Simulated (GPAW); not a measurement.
# PbSe (Pm-3m) in GPAW: single point with PBE

Aim: the single point of PbSe with PBE.

All numbers are computed with GPAW 26.7.0; they aren't measurements. Logs are shortened: lines on timing, memory, paths and dates and some standing lists are left out, and cuts for length are marked. The log counts tension as positive stress, the text compression.

## 1. Starting point

The structure is cubic, space group Pm-3m (No. 221). The conventional cell has a = 3.784 Å, b = 3.784 Å, c = 3.784 Å, α = 90.00°, β = 90.00°, γ = 90.00°. Pb (site symmetry m-3m) has 8 Se at 3.28 Å as nearest neighbours. Se (site symmetry m-3m) is surrounded by 8 Pb at 3.28 Å.

Measurements of this composition are mostly on another form, of space group No. 225.

## 2. Single point, PBE

File run.py:

```python
from ase.dft.bandgap import bandgap
from ase.io import write
from ase.spacegroup import crystal
from ase.units import GPa
from gpaw import GPAW, PW

# Pb 1a
# Se 1b
atoms = crystal(['Pb', 'Se'],
                basis=[[0.0, 0.0, 0.0],
                       [0.5, 0.5, 0.5]],
                spacegroup=221, setting=1,  # Pm-3m
                cellpar=[3.784322, 3.784322, 3.784322, 90.0, 90.0, 90.0],
                primitive_cell=True)

calc = GPAW(mode=PW(600),
            xc='PBE',
            kpts={'size': (5, 5, 5), 'gamma': True},
            occupations={'name': 'fermi-dirac', 'width': 0.05},
            nbands=19,
            convergence={'density': 1e-05, 'energy': 1e-05},
            maxiter=80,
            txt='gpaw.txt')
atoms.calc = calc
energy = atoms.get_potential_energy()
forces = atoms.get_forces()
stress = atoms.get_stress()
calc.write('gs.gpw')
write('result.traj', atoms)
print(f'Energy: {energy:.6f} eV')
print('Forces (eV/A):')
print(forces.round(4))
print('Stress (GPa):', (stress / GPa).round(3))
print('Fermi level:', round(calc.get_fermi_level(), 4), 'eV')
print(f'Gap: {bandgap(calc)[0]:.4f} eV, direct: {bandgap(calc, direct=True)[0]:.4f} eV')
```

Potentials or basis: GPAW PAW data sets (gpaw-data 1.2.1), pw.

Command:

```bash
> OMP_NUM_THREADS=1 python run.py
```

gpaw.txt:

```text
__  _  _
 | _ |_)|_||  |
 |__||  | ||/\| - 26.7.0

Input parameters:
  mode=PW(ecut=600.0),
  convergence={'density': 1e-05, 'energy': 1e-05},
  kpts=MonkhorstPack(size=(5, 5, 5), gamma=True),
  maxiter=80,
  nbands=19,
  occupations=Occupations(name='fermi-dirac', width=0.05),
  xc=XC(name='PBE')

Diagonalizing LCAO Hamiltonian
Converting LCAO to pw mode
   .--------.
  /|        |
 * |        |
 | |   Se   |
 | |        |
 | .--------.
 |/        /
 Pb-------*

Atoms  # Å, Bohr magnetons
|   | symbol |        x |        y |        z |    initial magnetic moments |
|---|--------|----------|----------|----------|-----------------------------|
| 0 |     Pb | 0.000000 | 0.000000 | 0.000000 | ( 0.0000,  0.0000,  0.0000) |
| 1 |     Se | 1.892161 | 1.892161 | 1.892161 | ( 0.0000,  0.0000,  0.0000) |

Unit cell  # Å
| periodic |        x |        y |        z |  lengths |    angles |
|----------|----------|----------|----------|----------|-----------|
|      yes | 3.784322 | 0.000000 | 0.000000 | 3.784322 | 90.000000 |
|      yes | 0.000000 | 3.784322 | 0.000000 | 3.784322 | 90.000000 |
|      yes | 0.000000 | 0.000000 | 3.784322 | 3.784322 | 90.000000 |

Number of symmetries: 48
Symmetry operations  # r_c * U_cc + t_c -> r_c
|    | kind |            matrix            |
|----|------|------------------------------|
|  0 |  E   |  1, 0, 0,  0, 1, 0,  0, 0, 1 |
|  1 |  σ   |  1, 0, 0,  0, 1, 0,  0, 0,-1 |
|  2 |  σ   |  1, 0, 0,  0, 0, 1,  0, 1, 0 |
|  3 |  C4  |  1, 0, 0,  0, 0, 1,  0,-1, 0 |
|  4 |  C4  |  1, 0, 0,  0, 0,-1,  0, 1, 0 |
|  5 |  σ   |  1, 0, 0,  0, 0,-1,  0,-1, 0 |
|  6 |  σ   |  1, 0, 0,  0,-1, 0,  0, 0, 1 |
|  7 |  C2  |  1, 0, 0,  0,-1, 0,  0, 0,-1 |
|  8 |  σ   |  0, 1, 0,  1, 0, 0,  0, 0, 1 |
|  9 |  C2  |  0, 1, 0,  1, 0, 0,  0, 0,-1 |
| 10 |  C3  |  0, 1, 0,  0, 0, 1,  1, 0, 0 |
| 11 |  S6  |  0, 1, 0,  0, 0, 1, -1, 0, 0 |
| 12 |  S6  |  0, 1, 0,  0, 0,-1,  1, 0, 0 |
| 13 |  C3  |  0, 1, 0,  0, 0,-1, -1, 0, 0 |
| 14 |  C4  |  0, 1, 0, -1, 0, 0,  0, 0, 1 |
| 15 |  S4  |  0, 1, 0, -1, 0, 0,  0, 0,-1 |
| 16 |  C3  |  0, 0, 1,  1, 0, 0,  0, 1, 0 |
| 17 |  S6  |  0, 0, 1,  1, 0, 0,  0,-1, 0 |
| 18 |  σ   |  0, 0, 1,  0, 1, 0,  1, 0, 0 |
| 19 |  C4  |  0, 0, 1,  0, 1, 0, -1, 0, 0 |
| 20 |  C2  |  0, 0, 1,  0,-1, 0,  1, 0, 0 |
| 21 |  S4  |  0, 0, 1,  0,-1, 0, -1, 0, 0 |
| 22 |  S6  |  0, 0, 1, -1, 0, 0,  0, 1, 0 |
| 23 |  C3  |  0, 0, 1, -1, 0, 0,  0,-1, 0 |
| 24 |  S6  |  0, 0,-1,  1, 0, 0,  0, 1, 0 |
| 25 |  C3  |  0, 0,-1,  1, 0, 0,  0,-1, 0 |
| 26 |  C4  |  0, 0,-1,  0, 1, 0,  1, 0, 0 |
| 27 |  σ   |  0, 0,-1,  0, 1, 0, -1, 0, 0 |
| 28 |  S4  |  0, 0,-1,  0,-1, 0,  1, 0, 0 |
| 29 |  C2  |  0, 0,-1,  0,-1, 0, -1, 0, 0 |
| 30 |  C3  |  0, 0,-1, -1, 0, 0,  0, 1, 0 |
| 31 |  S6  |  0, 0,-1, -1, 0, 0,  0,-1, 0 |
| 32 |  C4  |  0,-1, 0,  1, 0, 0,  0, 0, 1 |
| 33 |  S4  |  0,-1, 0,  1, 0, 0,  0, 0,-1 |
| 34 |  S6  |  0,-1, 0,  0, 0, 1,  1, 0, 0 |
| 35 |  C3  |  0,-1, 0,  0, 0, 1, -1, 0, 0 |
| 36 |  C3  |  0,-1, 0,  0, 0,-1,  1, 0, 0 |
| 37 |  S6  |  0,-1, 0,  0, 0,-1, -1, 0, 0 |
| 38 |  σ   |  0,-1, 0, -1, 0, 0,  0, 0, 1 |
| 39 |  C2  |  0,-1, 0, -1, 0, 0,  0, 0,-1 |
| 40 |  σ   | -1, 0, 0,  0, 1, 0,  0, 0, 1 |
| 41 |  C2  | -1, 0, 0,  0, 1, 0,  0, 0,-1 |
| 42 |  C2  | -1, 0, 0,  0, 0, 1,  0, 1, 0 |
| 43 |  S4  | -1, 0, 0,  0, 0, 1,  0,-1, 0 |
| 44 |  S4  | -1, 0, 0,  0, 0,-1,  0, 1, 0 |
| 45 |  C2  | -1, 0, 0,  0, 0,-1,  0,-1, 0 |
| 46 |  C2  | -1, 0, 0,  0,-1, 0,  0, 0, 1 |
| 47 |  i   | -1, 0, 0,  0,-1, 0,  0, 0,-1 |
[... 67 lines left out ...]
    |    d |        |       6.001 |    1.217 |

    Using partial waves for Pb as LCAO basis

  Se:
    name:    Selenium
    Z:       34.0
    valence: 6
    core:    28
    charge:  0.0  # [|e|]
    compensation charges:
      type: gauss
      rc: 0.27  # [Å]
      lmax: 2
    cutoffs:
      filter: 1.77  # [Å]
      core: 2.67  # [Å]
    projectors
    | kind |    occ | energy [eV] | rcut [Å] |
    |------|--------|-------------|----------|
    |   4s |  2.000 |     -17.277 |    0.847 |
    |   4p |  4.000 |      -6.512 |    1.005 |
    |    s |        |       9.935 |    0.847 |
    |    p |        |      20.699 |    1.005 |
    |    d |        |       0.000 |    0.847 |

    Using partial waves for Se as LCAO basis

Reference energy: -633377.995495  # eV

eigensolver:
  PPCG
  Converge bands: occupied
  niter=2

density mixing:
  MSR1-Mixer
  Pratt-step length: 0.05
  Maximum mixing coefficient: 0.75
  Old densities: 10
  SVD Regularization: 0.005
  Good broyden scale: 1.0
  Trust region scale: 1.0
  Backstep threshold: 4.0
  History deletion threshold: 6.0
  Fourier metric: weight=20.0, sigma=0.015

occupation numbers:
  Fermi-Dirac:
    width: 0.0500  # eV

poisson solver:
  ecut: 4800.0  # eV

xc functional:
  name: PBE with 2 nearest neighbor stencil

convergence criteria:
- Maximum integral of absolute [dens]ity change: 1e-05 electrons / valence electron
- Maximum [total energy] change in last 3 cyles: 1e-05 eV / valence electron
- Maximum integral of absolute [eigenst]ate change: 4e-08 eV^2 / valence electron
maximum number of iterations: 80

SCF iterations
|iter     | |      energy | eigst |  dens |
|---------|-|-------------|-------|-------|
|iter:   1| |   -8.354195 | -0.29 |       |
|iter:   2| |   -8.246671 | -2.22 | -1.18 |
|iter:   3| |   -7.912387 | -1.76 | -1.23 |
|iter:   4| |   -7.912592 | -3.70 | -1.91 |
|iter:   5| |   -7.911510 | -4.18 | -2.21 |
|iter:   6| |   -7.911832 | -5.01 | -2.87 |
|iter:   7| |   -7.911739 | -6.01 | -3.39 |
|iter:   8| |   -7.911774c| -7.05 | -4.02 |
|iter:   9| |   -7.911766c| -7.93c| -4.46 |
|iter:  10| |   -7.911766c| -8.38c| -5.43c|

Converged in 10 steps
Energy contributions relative to reference atoms: (reference = -633377.995495)

Energy contributions:
  Kinetic:          15.464034
  Coulomb:         -15.799977
  Zero:             -0.067647
  External:          0.000000
  Xc:               -7.503912
  Entropy:          -0.008529
  Spinorbit:         0.000000
  ----------------------------
  Free energy:      -7.916030
  Extrapolated:     -7.911766

dipole moment: (-15.980373, -15.980373, -15.980373)  # |e|*Ang

Fermi level: 6.510
Eigenvalues  # (at kpt = [0.000, 0.000, 0.000])
| band index |      eig [eV] | occ [0-2] |
|------------|---------------|-----------|
|          0 |       -10.524 |     2.000 |
|        ... |               |           |
|          2 |       -10.381 |     2.000 |
|          3 |       -10.381 |     2.000 |
|          4 |       -10.381 |     2.000 |
|          5 |        -6.719 |     2.000 |
|          6 |        -0.562 |     2.000 |
|          7 |         4.966 |     2.000 |
[... 9 lines left out ...]
|         17 |        19.277 |     0.000 |
|         18 |        19.277 |     0.000 |

Gap: 0.229 eV
Transition (v -> c):
  (s=0, k=7, n=9, [0.40, 0.40, 0.00]) -> (s=0, k=9, n=10, [0.40, 0.40, 0.40])
Direct/indirect transitions are different
Direct gap: 1.403 eV
Transition at: (s=0, k=4, n=9, [0.40, 0.00, 0.00])

Forces  # eV/Ang
|        x |       y |        z |
|----------|---------|----------|
|  0.00000 | 0.00000 |  0.00000 |  # Pb   0
| -0.00000 | 0.00000 | -0.00000 |  # Se   1

Stress tensor  # eV/Ang^3
|         x |         y |         z |
|-----------|-----------|-----------|
| -0.000346 |  0.000000 |  0.000000 |
|  0.000000 | -0.000346 |  0.000000 |
|  0.000000 |  0.000000 | -0.000346 |

# Writing to gs.gpw (mode='')
```

It took 8.7 s on 1 thread of Arm Neoverse V1, shared host; peak memory 0.15 GiB.

What came out:

| Quantity | Value |
| --- | --- |
| Free energy | -7.9160 eV |
| Pressure | 0.1 GPa |
| Band gap on the k mesh | 0.23 eV, indirect (least direct gap 1.40 eV) |

Levels at points of the mesh, in eV from the valence-band top:
| k point | band 7 | band 8 | band 9 | band 10 | band 11 | band 12 | band 13 | band 14 |
| --- | --- | --- | --- | --- | --- | --- | --- | --- |
| (0.00, 0.00, 0.00) | -6.96 | -1.43 | -1.43 | -1.43 | 5.19 | 5.19 | 6.07 | 6.07 |

Caveat: spin-orbit coupling is left out, which as a rule narrows the gap of such compounds by several tenths of an eV; an odd mesh through Γ misses points on the zone boundary, where band edges often lie.
